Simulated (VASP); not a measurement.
# MgF2 (Sellaite) (P4_2/mnm) in VASP: further runs

The runs below take MgF2 (Sellaite) through relaxation of cell and atoms, with PBEsol.

Program: VASP 6.6.1. These are calculated values, not measurements. Logs are shortened: lines on timing, memory, paths and dates and some standing lists are left out, and cuts for length are marked.

## 1. Starting point

The structure is tetragonal, space group P4_2/mnm (No. 136). The conventional cell has a = 4.625 Å, b = 4.625 Å, c = 3.052 Å, α = 90.00°, β = 90.00°, γ = 90.00°. Mg (site symmetry mmm) is surrounded by 6 F at 1.98 to 2.00 Å. F (site symmetry m2m) is surrounded by 3 Mg at 1.98 to 2.00 Å.

## 2. Relaxation of cell and atoms, PBEsol

Contents of INCAR:

```
SYSTEM = MgF2
ALGO = Normal ; EDIFF = 1E-6
EDIFFG = -0.01 ; ENCUT = 600
GGA = PS ; IBRION = 2
ISIF = 3 ; ISMEAR = 0
KPAR = 2 ; LASPH = .TRUE.
LCHARG = .FALSE. ; LREAL = .FALSE.
LWAVE = .FALSE. ; NELM = 80
NSW = 90 ; PREC = Accurate
SIGMA = 0.03
```

Contents of KPOINTS:

```
k-points
0
G
  6 6 10
  0 0 0
```

Contents of POSCAR:

```
MgF2
1.0
    4.6250000000      0.0000000000      0.0000000000
    0.0000000000      4.6250000000      0.0000000000
    0.0000000000      0.0000000000      3.0520000000
Mg F
2 4
Direct
    0.0000000000      0.0000000000      0.0000000000
    0.5000000000      0.5000000000      0.5000000000
    0.3030000000      0.3030000000      0.0000000000
    0.1970000000      0.8030000000      0.5000000000
    0.6970000000      0.6970000000      0.0000000000
    0.8030000000      0.1970000000      0.5000000000
```

Potentials or basis: VASP PAW PBE potentials, release 64 (Mg, F).

The run is started by

```
> cat potpaw_PBE.64/Mg/POTCAR potpaw_PBE.64/F/POTCAR > POTCAR
> mpirun -np 2 vasp_std > vasp.out
```

OUTCAR:

```text
SYSTEM = MgF2
   EDIFF = 1E-6
   EDIFFG = -0.01
   ENCUT = 600
   GGA = PS
   IBRION = 2
   ISIF = 3
   ISMEAR = 0
   LASPH = .TRUE.
   LREAL = .FALSE.
   NELM = 80
   NSW = 90
   PREC = Accurate

 ion  position               nearest neighbor table
   1  0.000  0.000  0.000-   3 1.98   5 1.98   4 2.00   6 2.00   4 2.00   6 2.00   2 3.61   2 3.61
                             2 3.61   2 3.61   2 3.61   2 3.61   2 3.61   2 3.61
   2  0.500  0.500  0.500-   4 1.98   6 1.98   5 2.00   3 2.00   3 2.00   5 2.00   1 3.61   1 3.61
                             1 3.61   1 3.61   1 3.61   1 3.61   1 3.61   1 3.61
   3  0.303  0.303  0.000-   1 1.98   2 2.00   2 2.00
   4  0.197  0.803  0.500-   2 1.98   1 2.00   1 2.00
   5  0.697  0.697  0.000-   1 1.98   2 2.00   2 2.00
   6  0.803  0.197  0.500-   2 1.98   1 2.00   1 2.00

  LATTYP: Found a simple tetragonal cell.
 ALAT       =     4.6250000000
 C/A-ratio  =     0.6598918919

  Lattice vectors:

 A1 = (   4.6250000000,   0.0000000000,   0.0000000000)
 A2 = (   0.0000000000,   4.6250000000,   0.0000000000)
 A3 = (   0.0000000000,   0.0000000000,   3.0520000000)

Analysis of symmetry for initial positions (statically):
=====================================================================
 Subroutine PRICEL returns:
 Original cell was already a primitive cell.

 Routine SETGRP: Setting up the symmetry group for a
 simple tetragonal supercell.

 Subroutine GETGRP returns: Found 16 space group operations
 (whereof  8 operations were pure point group operations)
 out of a pool of 16 trial point group operations.

The static configuration has the point symmetry D_2h.
 The point group associated with its full space group is D_4h.

Analysis of symmetry for dynamics (positions and initial velocities):
=====================================================================
 Subroutine PRICEL returns:
 Original cell was already a primitive cell.

 Routine SETGRP: Setting up the symmetry group for a
 simple tetragonal supercell.

 Subroutine GETGRP returns: Found 16 space group operations
 (whereof  8 operations were pure point group operations)
 out of a pool of 16 trial point group operations.

[... 169 lines left out ...]
  in kB       -0.8491969     -0.8491969     -0.1344634     -0.0000000      0.0000000      0.0000000
  external PRESSURE =      -0.6109524 kB  Pullay stress =       0.0000000 kB

 VOLUME and BASIS-vectors are now :
 -----------------------------------------------------------------------------
  energy-cutoff  :      600.00
  volume of cell :       65.28
      direct lattice vectors                 reciprocal lattice vectors
     4.625000000  0.000000000  0.000000000     0.216216216  0.000000000  0.000000000
     0.000000000  4.625000000  0.000000000     0.000000000  0.216216216  0.000000000
     0.000000000  0.000000000  3.052000000     0.000000000  0.000000000  0.327653997

 POSITION                                       TOTAL-FORCE (eV/Angst)
 -----------------------------------------------------------------------------------
      0.00000      0.00000      0.00000        -0.000000      0.000000      0.000000
      2.31250      2.31250      1.52600        -0.000000      0.000000      0.000000
      1.40137      1.40137      0.00000         0.010827      0.010827      0.000000
      0.91113      3.71387      1.52600        -0.010827      0.010827      0.000000
      3.22363      3.22363      0.00000        -0.010827     -0.010827     -0.000000
      3.71387      0.91113      1.52600         0.010827     -0.010827     -0.000000
 -----------------------------------------------------------------------------------
    total drift:                                0.000000     -0.000000     -0.000000

  FREE ENERGIE OF THE ION-ELECTRON SYSTEM (eV)
  ---------------------------------------------------
  free  energy   TOTEN  =       -32.6097758707 eV

  energy  without entropy=      -32.6097758707  energy(sigma->0) =      -32.60977587

--------------------------------------- Ionic step        2  -------------------------------------------

 number of electron      32.0000022 magnetization

 Free energy of the ion-electron system (eV)
  ---------------------------------------------------
  ext. energy  EPLUGINS =         0.00000000
  ---------------------------------------------------
  free energy    TOTEN  =       -32.60981190 eV

  energy without entropy =      -32.60981190  energy(sigma->0) =      -32.60981190

 E-fermi :  -1.1281     XC(G=0):  -9.9935

 val. band max:       -1.3027624376   @ k =   0.0000   0.0000   0.0000
 cond. band min:       5.6268697711   @ k =   0.0000   0.0000   0.0000
 fundamental gap:      6.9296322087
 Fermi energy:        -1.1280877803

 k-point     1 :       0.0000    0.0000    0.0000
  band No.  band energies     occupation
      1     -21.9547      2.00000
      2     -21.1295      2.00000
      3     -21.1295      2.00000
      4     -21.0365      2.00000
      5      -5.4365      2.00000
      6      -3.8453      2.00000
[... 541 lines left out ...]
     19      12.7624      0.00000
     20      12.7624      0.00000

 [... further k-points ...]
[... 5 lines left out ...]
  --------------------------------------------------------------------------------------
  -------------------------------------------------------------------------------------
  Total        0.0044382      0.0044382      0.0344204      0.0000000      0.0000000      0.0000000
  in kB        0.1089854      0.1089854      0.8452395      0.0000000      0.0000000      0.0000000
  external PRESSURE =       0.3544034 kB  Pullay stress =       0.0000000 kB

 VOLUME and BASIS-vectors are now :
 -----------------------------------------------------------------------------
  energy-cutoff  :      600.00
  volume of cell :       65.24
      direct lattice vectors                 reciprocal lattice vectors
     4.623713240 -0.000000000  0.000000000     0.216276388  0.000000000  0.000000000
    -0.000000000  4.623713240  0.000000000     0.000000000  0.216276388  0.000000000
     0.000000000  0.000000000  3.051865548     0.000000000  0.000000000  0.327668432

 POSITION                                       TOTAL-FORCE (eV/Angst)
 -----------------------------------------------------------------------------------
      4.62371     -0.00000      0.00000        -0.000000      0.000000      0.000000
      2.31186      2.31186      1.52593        -0.000000      0.000000      0.000000
      1.40151      1.40151      0.00000         0.004683      0.004683     -0.000000
      0.91035      3.71336      1.52593        -0.004683      0.004683      0.000000
      3.22221      3.22221      3.05187        -0.004683     -0.004683      0.000000
      3.71336      0.91035      1.52593         0.004683     -0.004683      0.000000
 -----------------------------------------------------------------------------------
    total drift:                                0.000000      0.000000      0.000000

  FREE ENERGIE OF THE ION-ELECTRON SYSTEM (eV)
  ---------------------------------------------------
  free  energy   TOTEN  =       -32.6098118963 eV

  energy  without entropy=      -32.6098118963  energy(sigma->0) =      -32.60981190

 reached required accuracy - stopping structural energy minimisation
```

OSZICAR:

```text
N       E                     dE             d eps       ncg     rms          rms(c)
DAV:   1     0.217380888309E+03    0.21738E+03   -0.19728E+04  2488   0.169E+03
DAV:   2    -0.241723562462E+02   -0.24155E+03   -0.23315E+03  3180   0.354E+02
DAV:   3    -0.346792944354E+02   -0.10507E+02   -0.10478E+02  2836   0.764E+01
DAV:   4    -0.347514207195E+02   -0.72126E-01   -0.72106E-01  2736   0.720E+00
DAV:   5    -0.347518514424E+02   -0.43072E-03   -0.43071E-03  2748   0.575E-01    0.899E+00
DAV:   6    -0.325952546133E+02    0.21566E+01   -0.90449E+00  2736   0.230E+01    0.298E+00
DAV:   7    -0.325931081733E+02    0.21464E-02   -0.88878E-02  2552   0.229E+00    0.184E+00
DAV:   8    -0.326089126067E+02   -0.15804E-01   -0.42229E-02  2744   0.254E+00    0.166E-01
DAV:   9    -0.326096231712E+02   -0.71056E-03   -0.30191E-03  2804   0.411E-01    0.721E-02
DAV:  10    -0.326097742202E+02   -0.15105E-03   -0.21856E-04  2636   0.126E-01    0.105E-02
DAV:  11    -0.326097756017E+02   -0.13815E-05   -0.17963E-05  2740   0.353E-02    0.623E-03
DAV:  12    -0.326097758707E+02   -0.26896E-06   -0.61722E-06  2696   0.200E-02
   1 F= -.32609776E+02 E0= -.32609776E+02  d E =-.326098E+02
       N       E                     dE             d eps       ncg     rms          rms(c)
DAV:   1    -0.326099117609E+02   -0.13616E-03   -0.18799E-02  2420   0.128E+00    0.900E-02
DAV:   2    -0.326098168283E+02    0.94933E-04   -0.75390E-04  2708   0.237E-01    0.169E-02
DAV:   3    -0.326098131928E+02    0.36355E-05   -0.89448E-06  2552   0.272E-02    0.783E-03
DAV:   4    -0.326098118225E+02    0.13703E-05   -0.20915E-06  1692   0.166E-02    0.177E-03
DAV:   5    -0.326098118963E+02   -0.73826E-07   -0.41752E-07  1276   0.591E-03
   2 F= -.32609812E+02 E0= -.32609812E+02  d E =-.360256E-04
```

It took 40 s on 2 MPI ranks of Intel Xeon Platinum 8488C (Sapphire Rapids), shared host; peak memory 0.23 GiB.

What came out:

- Free energy: -32.6098 eV
- Relaxed volume: 10.87 Å³/atom
- Relaxed cell: a = 4.624 Å, b = 4.624 Å, c = 3.052 Å, α = 90.00°, β = 90.00°, γ = 90.00°
- Space group after relaxing (to 0.05 Å): P4_2/mnm (No. 136)
- Energy gained by relaxing: 0.0 meV/atom
- Ionic steps: 2
- Pressure after relaxing: 0.0 GPa
- Largest force after relaxing: 0.007 eV/Å
- Band gap on the k mesh: 6.93 eV, direct

Forces in eV/Å, atoms in the order of the input:
```
Mg   0.000  0.000  0.000
Mg   0.000  0.000  0.000
F    0.005  0.005  0.000
F   -0.005  0.005  0.000
F   -0.005 -0.005  0.000
F    0.005 -0.005  0.000
```

Final structure:
```
Mg F
1.0
     4.62371    0.00000    0.00000
     0.00000    4.62371    0.00000
     0.00000    0.00000    3.05187
Mg F
2 4
Direct
  0.00000 0.00000 0.00000
  0.50000 0.50000 0.50000
  0.30311 0.30311 0.00000
  0.19689 0.80311 0.50000
  0.69689 0.69689 0.00000
  0.80311 0.19689 0.50000
```

Levels at points of the mesh, in eV from the valence-band top:
| k point | band 12 | band 13 | band 14 | band 15 | band 16 | band 17 | band 18 | band 19 | band 20 |
| --- | --- | --- | --- | --- | --- | --- | --- | --- | --- |
| (0.00, 0.00, 0.00) | -1.24 | -0.74 | -0.32 | -0.32 | 0.00 | 6.93 | 12.05 | 12.05 | 13.54 |
| (0.50, 0.00, 0.00) | -1.39 | -0.99 | -0.99 | -0.38 | -0.38 | 9.35 | 9.35 | 13.31 | 13.31 |
| (0.50, 0.50, 0.00) | -1.29 | -0.96 | -0.96 | -0.78 | -0.78 | 11.07 | 11.07 | 11.12 | 11.12 |
| (0.00, 0.00, 0.50) | -1.45 | -1.17 | -1.17 | -0.87 | -0.87 | 11.67 | 11.67 | 14.74 | 14.74 |
| (0.50, 0.00, 0.50) | -1.38 | -0.74 | -0.74 | -0.67 | -0.67 | 12.56 | 12.56 | 13.31 | 13.31 |
| (0.50, 0.50, 0.50) | -1.41 | -0.61 | -0.61 | -0.49 | -0.49 | 13.13 | 13.13 | 13.15 | 13.15 |

Caveat: the PAW data sets were made with another functional, which shifts forces and pressure a little.

[end of part 1 of 2]
